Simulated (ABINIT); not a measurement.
Here is an ABINIT 10.8.3 (patched build) calculation.

Contents of run.abi:

```
# Datasets: ground state, then fixed potential
ndtset 2

# Pseudopotentials
pp_dirpath "./"
pseudos "Al.GGA_PBE-JTH.xml, N.GGA_PBE-JTH.xml"

# Structure
acell 3.0886333121 3.0886333121 3.0886333121 Angstrom
rprim
     0.0000000000     0.7071067812     0.7071067812
     0.7071067812     0.0000000000     0.7071067812
     0.7071067812     0.7071067812     0.0000000000
ntypat 2
znucl 13 7
natom 2
typat 1 2
xcart
     0.0000000000     0.0000000000     0.0000000000
     2.0635748428     2.0635748428     2.0635748428

# Plane-wave basis
ecut 25.0
pawecutdg 47.0

# Exchange and correlation
ixc -150130

# Bands and occupations
occopt 3
tsmear 0.05 eV

# SCF cycle
nstep 100

# Output
iomode 3
prtwf 0
prteig 0
prtebands 0
enunit 1
prtden1 1

# Dataset 1
kptopt1 1
ngkpt1 10 10 10
nshiftk1 1
shiftk1 0.0 0.0 0.0
nband1 8
tolvrs1 1.0e-9

# Dataset 2: bands along G-X-W-K-G-L-U-W-L-K
iscf2 -2
getden2 1
nband2 12
nbdbuf2 2
tolwfr2 1.0e-12
kptopt2 -9
ndivsm2 6
prteig2 1
prtvol2 -3
kptbounds2
     0.0000000000     0.0000000000     0.0000000000
     0.5000000000     0.0000000000     0.5000000000
     0.5000000000     0.2500000000     0.7500000000
     0.3750000000     0.3750000000     0.7500000000
     0.0000000000     0.0000000000     0.0000000000
     0.5000000000     0.5000000000     0.5000000000
     0.6250000000     0.2500000000     0.6250000000
     0.5000000000     0.2500000000     0.7500000000
     0.5000000000     0.5000000000     0.5000000000
     0.3750000000     0.3750000000     0.7500000000
```

Potentials or basis: JTH PAW PBE v2.0.

Run with:

```console
$ abinit run.abi > log 2>&1
```

(1) What does it give for the band gap on the k mesh?

## Answers

(1) 3.04 eV, indirect (least direct gap 4.00 eV).
